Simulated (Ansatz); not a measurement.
Relaxing Ni

Computed with DFT PBE, scalar-relativistic, plane waves, PAW (Ansatz 0.2.0). Cutoff 420 eV, Γ-centred k mesh, Gaussian smearing, collinear spin, first started from parallel moments.

The start puts Ni on the omega structure type (P6/mmm, No. 191), at a guessed volume.

```yaml
crystal:
  lattice:
    - [4.11297, 0.00000, 0.00000]
    - [-2.05648, 3.56194, 0.00000]
    - [0.00000, 0.00000, 2.52143]
  atoms:
    - { symbol: Ni, position: [0.00000, 0.00000, 0.00000] }
    - { symbol: Ni, position: [0.33333, 0.66667, 0.50000] }
    - { symbol: Ni, position: [0.66667, 0.33333, 0.50000] }
```

Cell and atoms relax at zero pressure; the relaxation can't lower the symmetry of the start. After a coarse first stage the cell is made exact in the group found at 0.06 Å.

Energies count from the standard state of Ni at the same level.

Problem. Which crystal results?

Solution. It keeps P6/mmm (No. 191). The result has the omega structure. Conventional cell: a = 3.990 Å, c = 2.418 Å. Ni on Wyckoff site a (1 atom of the primitive cell) has 2 Ni at 2.42 Å and 12 Ni at 2.60 Å; Ni on Wyckoff site d (2 atoms of the primitive cell) has 5 Ni at 2.30–2.42 Å and 6 Ni at 2.60 Å.

```cif
data_structure
_symmetry_space_group_name_H-M 'P6/mmm'
_symmetry_Int_Tables_number 191
_cell_length_a 3.9897
_cell_length_b 3.9897
_cell_length_c 2.4180
_cell_angle_alpha 90.000
_cell_angle_beta 90.000
_cell_angle_gamma 120.000
_cell_volume 33.33
loop_
_atom_site_label
_atom_site_type_symbol
_atom_site_symmetry_multiplicity
_atom_site_Wyckoff_symbol
_atom_site_fract_x
_atom_site_fract_y
_atom_site_fract_z
_atom_site_occupancy
Ni1 Ni 1 a 0.00000 0.00000 0.00000 1
Ni2 Ni 2 d 0.33333 0.66667 0.50000 1
```

Problem. What are its volume, energy, gap and moment?

Solution. The volume per atom is 11.11 Å³, the density is 8.77 g/cm³ and the energy over the standard structure is 0.13 eV/atom. The gap on the 15×15×18 mesh is 0 eV (a metal), the net moment per atom is 0.63 μB and the largest site moment is 0.69 μB.

The final run used a 15×15×18 mesh on its 3-atom cell and 0.10 eV smearing. The k mesh leaves about 4 meV/atom of noise in metals. Symmetry constrained the relaxation, so the result can be a saddle point. The steps took roughly 2 core-minutes in all.

This form isn't the element's structure at ambient conditions.